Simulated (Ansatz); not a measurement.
Si: stable or not

The cell was found from a structure generator's guess, not taken from experiment.

Computed with DFT PBE, scalar-relativistic, plane waves, PAW (Ansatz). Plane waves to 420 eV, a 12×12×12 mesh through Γ for the 8-atom cell and 0.02 eV Gaussian smearing; no spin polarisation.

```cif
data_structure
_symmetry_space_group_name_H-M 'R-3m:H'
_symmetry_Int_Tables_number 166
_cell_length_a 3.8592
_cell_length_b 3.8592
_cell_length_c 38.0396
_cell_angle_alpha 90.000
_cell_angle_beta 90.000
_cell_angle_gamma 120.000
_cell_volume 490.64
loop_
_atom_site_label
_atom_site_type_symbol
_atom_site_symmetry_multiplicity
_atom_site_Wyckoff_symbol
_atom_site_fract_x
_atom_site_fract_y
_atom_site_fract_z
_atom_site_occupancy
Si1 Si 6 c 0.00000 0.00000 0.82293 1
Si2 Si 6 c 0.33333 0.66667 0.90595 1
Si3 Si 6 c 0.66667 0.33333 0.98952 1
Si4 Si 6 c 0.66667 0.33333 0.73981 1
```

Energies count from the standard state of Si at the same level.

**Question.** These tests were run: random kick, then relaxation without symmetry; elastic tensor. What do they show?

**Answer.**

| test | result |
| --- | --- |
| random kick, then relaxation without symmetry | returns |
| elastic tensor | least eigenvalue 50 GPa |

It fails none of these tests. Other phases of the system weren't compared here, so this isn't yet thermodynamic stability. Phonons away from Γ weren't computed.

The kick test ran on a coarse mesh. The run for the elastic tensor used a 12×12×12 k mesh.
